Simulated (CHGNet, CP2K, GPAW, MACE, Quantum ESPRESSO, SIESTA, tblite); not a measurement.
**Twisted Ti2CO2 MXene bilayer, 21.79° (70 atoms): forces by two methods**

Ti2CO2 MXene (a = 3.03 Å) under Ti2CO2 MXene (a = 3.03 Å), bilayer, commensurate cell of 7 unit cells a layer, twist 21.79 deg; facing planes 2.75 Å apart; 12 Å of vacuum; layers as built, displaced by a Gaussian of 0.01 Å. Then every atom was moved at random, 0.06 Å r.m.s. a Cartesian component.

Two calculations on one geometry. First: Kohn-Sham DFT, PBE, PAW, plane waves; plane waves 550 eV; levels smeared at 580 K (GPAW 26.7.0; Γ point). Second: Kohn-Sham DFT, PBE, SSSP efficiency 1.3.0 pseudopotentials, plane waves; sssp-1.3.0-efficiency; 60/480 Ry; levels smeared at 580 K (Quantum ESPRESSO 7.5; sssp-pbe-1.3.0-efficiency, cutoffs 60/480 Ry, Γ point).

Cell vectors (Å):

```
8.017 0.000 0.000
-4.008 6.943 0.000
0.000 0.000 23.630
```

Atom, position (Å) and force of the first calculation (eV/Å):

```
1 C 0.052 0.039 8.209 -0.783 -1.005 1.019
2 Ti 0.588 1.663 9.563 -0.605 -0.397 -1.098
3 Ti 1.643 0.308 6.857 0.200 0.097 -0.136
4 O 1.676 0.305 10.428 0.687 0.456 0.645
5 O 0.572 1.648 6.079 0.116 0.461 -0.646
6 C -0.550 3.064 8.167 0.307 -1.267 0.862
7 Ti 0.015 4.614 9.453 -1.375 0.868 0.122
8 Ti 1.298 3.353 6.895 -2.810 -1.541 0.034
9 O 1.105 3.344 10.426 1.122 -0.573 0.423
10 O 0.051 4.554 6.009 0.196 0.839 -0.640
11 C -1.106 5.986 8.188 0.558 -0.059 -0.137
12 Ti 3.373 0.651 9.598 0.104 -1.285 -0.758
13 Ti 0.627 6.334 6.886 -3.035 -1.015 0.327
14 O 0.559 6.216 10.517 0.423 0.876 -1.067
15 O 3.397 0.794 5.972 1.151 -0.717 0.311
16 C 2.308 1.918 8.145 0.827 1.361 2.255
17 Ti 2.817 3.608 9.558 0.183 -0.757 -0.273
18 Ti 4.096 2.365 6.929 -0.775 -1.592 0.034
19 O 4.107 2.299 10.386 -1.058 0.259 0.519
20 O 2.992 3.631 6.063 -0.113 0.407 -1.104
21 C 1.728 4.933 8.197 1.041 0.621 0.252
22 Ti 2.301 6.656 9.496 -0.731 -0.423 0.813
23 Ti 3.407 5.215 7.034 1.231 1.795 0.076
24 O 3.399 5.290 10.454 -0.024 -0.160 0.468
25 O 2.237 6.570 6.015 1.214 0.059 -0.591
26 C 5.228 1.002 8.253 -0.317 -0.298 -0.433
27 Ti 5.818 2.585 9.512 -0.237 1.173 0.485
28 Ti 6.728 1.256 6.960 2.330 1.123 -0.822
29 O 6.873 1.294 10.537 0.496 -0.078 -0.747
30 O 5.786 2.561 5.902 -0.427 0.622 0.911
31 C 4.749 3.973 8.380 -1.903 -0.220 -2.475
32 Ti -2.963 5.529 9.605 1.349 0.205 -0.342
33 Ti -1.685 4.317 6.894 0.902 0.312 0.320
34 O -1.620 4.299 10.437 -0.617 0.061 0.297
35 O -2.931 5.612 5.991 0.383 -0.216 0.043
36 C -1.742 4.904 15.450 0.898 0.803 -1.141
37 Ti -0.597 6.456 16.722 -1.230 -1.365 0.443
38 Ti 0.089 4.694 14.113 -0.324 -0.530 1.325
39 O -0.001 4.533 17.593 0.302 0.896 0.091
40 O -0.543 6.320 13.269 -0.292 -0.773 -2.364
41 C -3.996 6.925 15.436 0.038 0.695 -0.003
42 Ti 1.097 1.460 16.766 0.774 -1.933 -0.806
43 Ti -2.224 6.534 14.067 -2.414 1.342 1.564
44 O -2.230 6.637 17.692 0.267 0.091 -0.562
45 O 1.190 1.285 13.113 -0.144 0.531 1.321
46 C 0.615 2.946 15.454 -0.181 0.561 -1.040
47 Ti 1.683 4.349 16.763 0.251 0.286 0.234
48 Ti 2.229 2.626 14.149 0.346 -0.334 -0.585
49 O 2.254 2.660 17.610 0.449 0.529 0.827
50 O 1.723 4.334 13.223 0.334 -0.889 -1.023
51 C 1.191 5.997 15.276 -0.321 -0.157 2.429
52 Ti 6.279 0.403 16.774 1.317 -1.549 -1.463
53 Ti 2.946 5.554 14.053 -0.794 1.416 1.408
54 O 2.969 5.579 17.665 -1.499 0.538 0.250
55 O 6.357 0.375 13.286 -0.219 0.303 -0.573
56 C 2.876 1.002 15.438 0.180 -0.185 -0.247
57 Ti 4.033 2.346 16.632 -1.196 0.728 0.559
58 Ti 4.526 0.593 14.105 1.561 1.776 0.591
59 O 4.643 0.670 17.635 -0.670 -0.110 0.899
60 O 4.003 2.350 13.242 0.099 -0.001 -0.098
61 C 3.403 4.039 15.459 0.555 -1.303 -0.698
62 Ti 4.597 5.226 16.737 -0.093 1.940 -0.367
63 Ti 5.192 3.630 14.128 -0.404 0.035 0.055
64 O 5.187 3.675 17.603 -0.155 -0.986 1.160
65 O 4.591 5.303 13.205 0.896 -0.422 -0.978
66 C 5.620 2.043 15.484 2.032 -0.605 -1.110
67 Ti -1.192 3.231 16.690 0.015 2.887 -0.029
68 Ti -0.628 1.764 14.138 0.986 -2.060 -0.708
69 O -0.548 1.740 17.613 -0.641 -1.264 1.611
70 O -1.074 3.392 13.191 -0.731 -0.884 0.079
```

Q: Give the forces of the second method.

Atom and force (eV/Å):

```
1 -0.776 -1.002 1.012
2 -0.586 -0.403 -1.044
3 0.142 0.119 -0.192
4 0.710 0.484 0.534
5 0.174 0.415 -0.574
6 0.303 -1.244 0.874
7 -1.386 0.834 0.186
8 -2.777 -1.503 -0.015
9 1.129 -0.568 0.294
10 0.194 0.817 -0.528
11 0.572 -0.060 -0.141
12 0.065 -1.275 -0.711
13 -2.940 -1.006 0.274
14 0.411 0.864 -1.147
15 1.153 -0.700 0.428
16 0.829 1.362 2.247
17 0.150 -0.750 -0.224
18 -0.812 -1.571 -0.044
19 -1.046 0.247 0.442
20 -0.116 0.403 -0.974
21 1.051 0.610 0.238
22 -0.717 -0.405 0.844
23 1.204 1.741 0.026
24 0.038 -0.152 0.331
25 1.135 0.086 -0.483
26 -0.276 -0.291 -0.443
27 -0.265 1.150 0.523
28 2.257 1.109 -0.866
29 0.475 -0.072 -0.840
30 -0.425 0.583 1.007
31 -1.883 -0.210 -2.454
32 1.283 0.175 -0.292
33 0.927 0.323 0.300
34 -0.590 0.071 0.187
35 0.403 -0.189 0.165
36 0.883 0.789 -1.143
37 -1.256 -1.288 0.503
38 -0.288 -0.508 1.250
39 0.362 0.861 0.032
40 -0.278 -0.726 -2.211
41 0.039 0.687 0.001
42 0.748 -1.835 -0.735
43 -2.369 1.305 1.488
44 0.320 0.080 -0.669
45 -0.119 0.540 1.394
46 -0.169 0.542 -1.035
47 0.210 0.266 0.299
48 0.334 -0.338 -0.620
49 0.391 0.503 0.748
50 0.319 -0.853 -0.908
51 -0.333 -0.157 2.395
52 1.252 -1.495 -1.404
53 -0.765 1.371 1.339
54 -1.459 0.508 0.119
55 -0.201 0.323 -0.491
56 0.198 -0.192 -0.238
57 -1.167 0.730 0.562
58 1.496 1.688 0.530
59 -0.635 -0.153 0.751
60 0.114 0.015 -0.027
61 0.561 -1.294 -0.692
62 -0.123 1.868 -0.300
63 -0.407 0.024 0.016
64 -0.148 -0.939 1.057
65 0.859 -0.393 -0.839
66 2.022 -0.585 -1.083
67 0.005 2.839 0.047
68 0.936 -2.042 -0.764
69 -0.616 -1.224 1.484
70 -0.723 -0.907 0.200
```

The two sets differ by 52.9 meV/Å r.m.s., 5.6 % of the r.m.s. force of the Quantum ESPRESSO run. The runs have no spin polarisation, so any moments at edges, vacancies or dangling bonds can't form. The electronic-structure runs sample only Γ, in a cell whose shortest periodic width is 7 Å.

[Logs are printed without paths, hosts, clocks, repeated set-up lines and the standing remarks that a program may print on its own settings, such as how far it seeks lower states.]

[Hosts, paths, dates, database ids (printed as entryN), source tags and the programs' standing remarks are cut or masked in the printed files.]
